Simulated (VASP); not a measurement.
Here is a VASP 6.6.1 calculation.

File INCAR:

```
ALGO = Normal
EDIFF = 1E-7
EDIFFG = -0.005
ENCUT = 600
GGA = PS
IBRION = 2
ISIF = 3
ISMEAR = 0
LASPH = True
LCHARG = False
LREAL = False
LWAVE = False
NELM = 80
NSW = 90
PREC = Accurate
SIGMA = 0.1
```

File KPOINTS:

```
k-points
0
Gamma
  8 8 8
```

POSCAR

```
LaB6
1.0
    4.1526084300      0.0000000000      0.0000000000
    0.0000000000      4.1526084300      0.0000000000
    0.0000000000      0.0000000000      4.1526084300
La B
1 6
Direct
    0.0000000000      0.0000000000      0.0000000000
    0.8001218200      0.5000000000      0.5000000000
    0.1998781800      0.5000000000      0.5000000000
    0.5000000000      0.5000000000      0.8001218200
    0.5000000000      0.5000000000      0.1998781800
    0.5000000000      0.1998781800      0.5000000000
    0.5000000000      0.8001218200      0.5000000000
```

Potentials or basis: VASP PAW PBE potentials, release 64 (La, B).

The run is started by

```console
$ cat potpaw_PBE.64/La/POTCAR potpaw_PBE.64/B/POTCAR > POTCAR
$ mpirun -np 1 vasp_std > vasp.out
```

Q: What does it give for the relaxed cell?

A: a = 4.130 Å, b = 4.130 Å, c = 4.130 Å, α = 90.00°, β = 90.00°, γ = 90.00°.

Q: Estimate the space group after relaxing (to 0.05 Å).

A: Pm-3m (No. 221).

Final structure:
```
La B
1.0
     4.13039    0.00000    0.00000
     0.00000    4.13039    0.00000
     0.00000    0.00000    4.13039
La B
1 6
Direct
  0.00000 0.00000 0.00000
  0.80044 0.50000 0.50000
  0.19956 0.50000 0.50000
  0.50000 0.50000 0.80044
  0.50000 0.50000 0.19956
  0.50000 0.19956 0.50000
  0.50000 0.80044 0.50000
```

 Spin-orbit coupling is left out, which matters for the levels of La.
